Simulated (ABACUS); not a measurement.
# Ge (Fd-3m) in ABACUS: a series of runs, part 2 of 2

ABACUS 3.10.1. The steps go on from the part before.

## (6) Single point, PBE (cell strained by +0.06 along c)

File INPUT:

```
INPUT_PARAMETERS
suffix              Ge
calculation         scf
basis_type          lcao
pseudo_dir          ./
orbital_dir         ./
symmetry            1
dft_functional      pbe
ecutwfc             100
pseudo_rcut         7
nspin               1
nbands              18
ks_solver           genelpa
smearing_method     fd
smearing_sigma      0.00367493
scf_thr             1e-07
scf_nmax            100
mixing_type         broyden
mixing_beta         0.7
cal_force           1
cal_stress          1
out_mul             1
```

File STRU:

```
ATOMIC_SPECIES
Ge 72.6300 Ge.upf

NUMERICAL_ORBITAL
Ge_confined-atom_7au_2s2p2d.orb

LATTICE_CONSTANT
1.8897261246

LATTICE_VECTORS
0.0848673000 2.9137773000 2.8289100000
2.9137773000 0.0848673000 2.8289100000
2.9986446000 2.9986446000 0.0000000000

ATOMIC_POSITIONS
Direct

Ge
0.0
2
0.7500000000 0.7500000000 0.7500000000 1 1 1
0.5000000000 0.5000000000 0.5000000000 1 1 1
```

File KPT:

```
K_POINTS
0
Gamma
6 6 6 0 0 0
```

Potentials or basis: PseudoDojo NC SR 0.4.1 PBE standard, DZP LCAO (the cutoffs set its grid).

The run is started by

```bash
$ OMP_NUM_THREADS=1 mpirun -np 4 abacus > log
```

running log:

```text
ABACUS v3.10.1

               Atomic-orbital Based Ab-initio Computation at UStc

 ------------------------------------------------------------------------------------

 READING GENERAL INFORMATION
                           global_out_dir = OUT.Ge/
                           global_in_card = INPUT
                               pseudo_dir = ./
                              orbital_dir = ./
                                    DSIZE = 4
                                    GSIZE = 1

 READING UNITCELL INFORMATION
                                    ntype = 1
                  lattice constant (Bohr) = 1.88973
              lattice constant (Angstrom) = 1

 READING ATOM TYPE 1
                               atom label = Ge
                      L=0, number of zeta = 2
                      L=1, number of zeta = 2
                      L=2, number of zeta = 2
             number of atom for this type = 2

                        TOTAL ATOM NUMBER = 2
DIRECT COORDINATES
    atom                   x                   y                   z     mag                  vx                  vy                  vz
taud_Ge1            0.7500000000        0.7500000000        0.7500000000  0.0000        0.0000000000        0.0000000000        0.0000000000
taud_Ge2            0.5000000000        0.5000000000        0.5000000000  0.0000        0.0000000000        0.0000000000        0.0000000000

                          Volume (Bohr^3) = 323.884
                             Volume (A^3) = 47.9946

 Lattice vectors: (Cartesian coordinate: in unit of a_0)
           +0.0848673            +2.91378            +2.82891
             +2.91378          +0.0848673            +2.82891
             +2.99864            +2.99864                  +0
 Reciprocal vectors: (Cartesian coordinate: in unit of 2 pi/a_0)
            -0.176747           +0.176747           +0.176747
            +0.176747           -0.176747           +0.176747
            +0.166742           +0.166742           -0.176747
 The esolver type has been set to : ksdft_lcao

                PAO radial cut off (Bohr) = 7

 Read in pseudopotential file is Ge.upf
                     pseudopotential type = NC
          exchange-correlation functional = PBE
                 nonlocal core correction = 1
[... 215 lines left out ...]
                                ParaV.nnr = 15066
                                 init_chg = atomic

 LCAO ALGORITHM --------------- ION=   1  ELEC=   1--------------------------------

 Density error is 0.0340478818665
----------------------------------------------------------
     Energy           Rydberg                 eV
----------------------------------------------------------
 E_KohnSham     -357.2648989426      -4860.8383210130
 E_Harris       -357.1611573063      -4859.4268436398
 E_Fermi        0.6168174337         8.3922317235
----------------------------------------------------------
[... 69 lines left out ...]
 Density error is 6.10972803787e-08
----------------------------------------------------------
     Energy           Rydberg                 eV
----------------------------------------------------------
 E_KohnSham     -357.2654263950      -4860.8454973722
 E_KS(sigma->0) -357.2653805015      -4860.8448729585
 E_Harris       -357.2654312695      -4860.8455636929
 E_band         -21.4230740169       -291.4758753059
 E_one_elec     -189.5613341724      -2579.1142652267
 E_Hartree      113.1645157486       1539.6822255915
 E_xc           -87.2643966160       -1187.2930265095
 E_Ewald        -193.6041195681      -2634.1191824000
 E_entropy(-TS) -0.0000917871        -0.0012488274
 E_descf        0.0000000000         0.0000000000
 E_exx          0.0000000000         0.0000000000
 E_Fermi        0.6344578668         8.6322421291
----------------------------------------------------------

 charge density convergence is achieved
 final etot is -4860.8454974 eV
 EFERMI = 8.6322421291 eV

 STATE ENERGY(eV) AND OCCUPATIONS    NSPIN == 1
 1/46 kpoint (Cartesian) = 0.0000 0.0000 0.0000 (1364 pws)
       1       -16.0472     0.00925926
       2       -16.0254     0.00925926
       3       -15.9879     0.00925926
       4       -15.9872     0.00925926
       5       -15.9856     0.00925926
       6       -15.8327     0.00925926
[... 98 lines left out ...]
       5       -15.9372      0.0370370
       6       -15.8636      0.0370370
[... 10 lines left out ...]
      17        13.7805    7.10950e-47
      18        14.2337    8.22930e-51

[... levels at 40 further k points ...]

 correction force for each atom along direction 1 is -3.24433e-08
 correction force for each atom along direction 2 is -5.68791e-08
 correction force for each atom along direction 3 is -3.70767e-08
------------------------------------------------------------------------------------------
 TOTAL-FORCE (eV/Angstrom)
------------------------------------------------------------------------------------------
                       Ge1         0.0000000000         0.0000000000        -0.5174780331
                       Ge2         0.0000000000         0.0000000000         0.5174780331
------------------------------------------------------------------------------------------

----------------------------------------------------------------
 TOTAL-STRESS (KBAR)
----------------------------------------------------------------
         3.5811807954       -41.6314699570         0.0000000000
       -41.6314699570         3.5811807954         0.0000000000
         0.0000000000         0.0000000000        20.8803593977
----------------------------------------------------------------
 TOTAL-PRESSURE: 9.347574 KBAR

 --------------------------------------------
 !FINAL_ETOT_IS -4860.8454973721682109 eV
 --------------------------------------------
```

mulliken.txt:

```text
 0
CALCULATE THE MULLIkEN ANALYSIS FOR EACH ATOM
 Total charge:	28
Decomposed Mulliken populations
0                             Zeta of Ge              Spin 1
[... 51 lines left out ...]
dx^2-y^2                               0              1.9997
dxy                                    0              1.9987
SUM OVER M                                            9.9957
dz^2                                   1              0.0221
dxz                                    1              0.0464
dyz                                    1              0.0396
dx^2-y^2                               1              0.0229
dxy                                    1              0.0449
SUM OVER M                                            0.1759
SUM OVER M+Zeta                                      10.1716

SUM OVER M+Zeta+L                                    14.0000

Total Charge on atom:                 Ge             14.0000
```

It took 7.8 s on 4 MPI ranks of Intel Xeon Platinum 8259CL at 2.50GHz (Skylake/Cascade Lake), shared host; peak memory 0.36 GiB.

What came out:

```
Free energy            : -4860.8455 eV
Pressure               : 0.9 GPa
Largest force          : 0.517 eV/Å
Band gap on the k mesh : none (metal or under the smearing width)
```

Forces in eV/Å, atoms in the order of the input:
```
Ge   0.000  0.000 -0.517
Ge   0.000  0.000  0.517
```

Stress tensor (GPa, compression positive):
```
 0.36 -4.16  0.00
-4.16  0.36  0.00
 0.00  0.00  2.09
```

Caveat: the atomic orbitals were generated for these runs and aren't a published set; the basis of atomic orbitals isn't converged, which shifts pressures, moduli and gaps.

## (7) The runs side by side

| cell | gap on the mesh (eV) | pressure (GPa) | largest force (eV/Å) |
| --- | --- | --- | --- |
| cell strained by -0.06 along c | none | 10.9 | 0.85 |
| cell strained by -0.03 along c | 0.10 | 7.3 | 0.37 |
| as given | 0.16 | 4.6 | - |
| cell strained by +0.03 along c | none | 2.6 | 0.29 |
| cell strained by +0.06 along c | none | 0.9 | 0.52 |

Alike in all rows: task single point; level PBE; potentials or basis PseudoDojo NC SR 0.4.1 PBE standard, DZP LCAO (the cutoffs set its grid); no spin polarisation; k mesh 6 × 6 × 6; cutoff (eV) 1361; smearing fermi-dirac 0.05 eV.

Caveats: the atomic orbitals were generated for these runs and aren't a published set; the basis of atomic orbitals isn't converged, which shifts pressures, moduli and gaps.

Absolute energies hang on the potentials; compare differences alone.

## (8) How close it comes

Step 4. Measured gap of Ge: 0.744 eV (indirect; 0 K; “Temperature-dependent photoluminescence in Ge: experiment and theory”, 2020, arxiv:2003.00143). This calculation gives 0.16 eV (-0.59 eV). 3 values of this kind are on record (0.666 to 0.807 eV); this one was drawn at random among those near their median. Spin-orbit coupling on Ge is left out. The value is that of PBE in an atomic basis (PseudoDojo NC SR 0.4.1 PBE standard, DZP LCAO (the cutoffs set its grid)), whose error adds to the functional's, on a finite k mesh, which can miss the band edges, without temperature or zero-point motion. Semilocal functionals fall short of measured gaps as a rule.
